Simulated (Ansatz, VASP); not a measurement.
**One calculation of Si, two programs**

```
Si
1.0
     0.00000    2.72185    2.72185
     2.72185    0.00000    2.72185
     2.72185    2.72185    0.00000
Si
2
Direct
  0.50000 0.50000 0.50000
  0.75000 0.75000 0.75000
```

Alike in both runs: task elastic constants; functional PBEsol; k mesh 6 × 6 × 6; no spin polarisation.

|  | VASP | Ansatz |
| --- | --- | --- |
| version | VASP 6.6.1 | Ansatz 0.2.0 |
| potentials or method | VASP PAW PBE potentials, release 64 (Si) | Ansatz PAW |
| plane-wave cutoff (eV) | 600 | 420 |
| occupations | fermi-dirac, width 0.05 eV | fixed |
| valence electrons in the cell | 8 | 8 |

|  | VASP | Ansatz | Ansatz less VASP |
| --- | --- | --- | --- |
| elastic constant that differs most (GPa) | 63 | 61 | -2.1 |
| Voigt bulk modulus (GPa) | 94 | 92 | -1.9 |

Caveats: the PAW data sets were made with another functional, which shifts forces and pressure a little (VASP); the PAW data sets come from PBE, with cores solved anew for the run's functional, which leaves a small shift of forces and pressure (Ansatz).
